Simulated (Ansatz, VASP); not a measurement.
Two plane-wave programs on Sc3AlN4

```
Sc Al N
1.0
     4.72821    0.00000    0.00000
     0.00000    4.72821    0.00000
     0.00000    0.00000    4.72821
Sc Al N
3 1 4
Cartesian
  2.3641 2.3641 0.0000
  2.3641 0.0000 2.3641
  0.0000 2.3641 2.3641
  0.0000 0.0000 0.0000
  3.6061 3.6061 1.1221
  3.6061 1.1221 3.6061
  1.1221 3.6061 3.6061
  1.1221 1.1221 1.1221
```

Alike in both runs: functional PBEsol; k mesh 6 × 6 × 6; occupations gaussian, width 0.02 eV; no spin polarisation.

Ansatz relaxed the structure, and its values are those at the end. VASP's run is a single point on that final structure, the one shown.

```csv
,VASP,Ansatz
version,VASP 6.6.1,Ansatz 0.2.0
potentials or method,"VASP PAW PBE potentials, release 64 (Sc_sv, Al, N)","scalar-relativistic, plane waves, PAW"
plane-wave cutoff (eV),520,420
valence electrons in the cell,56,56
```

Ansatz gave:

```
gap on the k mesh at the Fermi level (eV) : 2.47
least direct gap on the mesh (eV)         : 2.47
pressure (GPa)                            : 0.0
rms of the force components (eV/Å)        : 0.000
```

**Question.** What did VASP give for the same quantities?

**Answer.** gap on the k mesh at the Fermi level (eV): 2.47; least direct gap on the mesh (eV): 2.47; pressure (GPa): 0.5; rms of the force components (eV/Å): 0.022.

The functional is the same, so the differences come from potentials, cutoffs and numerics.

Caveats: the PAW data sets were made with another functional, which shifts forces and pressure a little (VASP). A k mesh can miss the band edges. Expect the measured gap to be larger: semilocal functionals such as PBEsol lack the derivative discontinuity.
